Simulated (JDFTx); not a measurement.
**C under changes of volume**

One of the cells (9.153 Å³/atom); the others are scaled copies at fixed shape and fractional positions:

```
CELL_PARAMETERS angstrom
2.12732 -1.22828 0.00000
2.12732 1.22828 0.00000
-1.37907 0.00000 3.50283
ATOMIC_POSITIONS crystal
C 0.16664 0.16664 0.99991
C 0.83336 0.83336 0.00009
```

This is a stacking variant of graphite.

* Program: JDFTx 1.7.0 (patched build)
* Functional: PBE
* Potentials or basis: PseudoDojo-SR-PBE-0.5-standard
* Cutoff: 1116 eV
* Density cutoff: 8925 eV
* k mesh: 13 × 13 × 8
* Occupations: fermi-dirac, width 0.05 eV
* Spin: no spin polarisation

```csv
volume (Å³/atom),energy over the lowest point (meV/atom),pressure (GPa),gap on the mesh (eV)
8.604,45.18,22.6,0.95
8.787,23.20,15.7,0.95
8.970,?,?,?
9.153,1.24,3.6,0.93
9.336,0.00,-1.7,0.93
9.519,4.52,-6.5,0.92
9.702,14.29,-10.9,0.91
```

What does the run at 8.970 Å³/atom give?

Energy over the lowest point 8.77 meV/atom; pressure 9.4 GPa; gap on the mesh 0.94 eV.

Worked out: A Birch-Murnaghan fit of order 3 (a polynomial in V^(-2/3)) to the other rows has its minimum at 9.28 Å³/atom with B0 = V·E''(V) = 262 GPa and B' = 3.6 at fixed shape and positions, which overstates the stiffness. It gives 8.77 meV/atom at 8.970 Å³/atom, against the run's 8.77, and -dE/dV = 9.5 GPa, against 9.4. A straight line through the other rows of the gap, of slope -0.337 eV per unit of ln V, gives 0.94 eV, against the run's 0.94.

Energies are extrapolated to zero smearing.

Caveats: an odd mesh through Γ misses points on the zone boundary, where band edges often lie; this functional lacks dispersion, which binds the layers, so the pressure and a relaxed spacing across them are unreliable.
